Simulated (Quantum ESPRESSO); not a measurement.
Crystal: Fe.

```
Fe
1.0
    -1.44300    1.44300    1.44300
     1.44300   -1.44300    1.44300
     1.44300    1.44300   -1.44300
Fe
1
Direct
  0.00000 0.00000 0.00000
```

| Item | Value |
| --- | --- |
| Program | Quantum ESPRESSO 7.5 |
| Task | single point |
| Functional | PBEsol |
| Potentials or basis | GBRV 1.5 PBEsol |
| Cutoff | 762 eV |
| Density cutoff | 6095 eV |
| k mesh | 13 × 13 × 13 |
| Occupations | fermi-dirac, width 0.05 eV |
| Spin | collinear spin, ferromagnetic start |
| Starting moments | [3.0] μB |

On this cell: pressure -15.6 GPa; net moment 2.38 μB per cell; site moments Fe +2.43 μB; band gap on the k mesh none (metal or under the smearing width).

The same run follows on a disturbed copy (cell strained at random at fixed volume):

```
Fe
1.0
    -1.48153    1.43424    1.45901
     1.46753   -1.43096    1.44173
     1.45354    1.40297   -1.45574
Fe
1
Cartesian
  -0.0126 -0.0290 -0.0073
```

Task: What changes?

Result: The energy (extrapolated to zero smearing) moves by +2.5 meV/atom; pressure -15.3 GPa; net moment 2.39 μB per cell; site moments Fe +2.44 μB; band gap on the k mesh none (metal or under the smearing width).

Stress tensor (GPa, compression positive):
```
-16.31   1.10   0.58
  1.10 -13.94  -0.02
  0.58  -0.02 -15.67
```

Caveats: so large a pressure means that the cell lies far from this level's equilibrium, or that cutoff or potentials fall short (some runs).
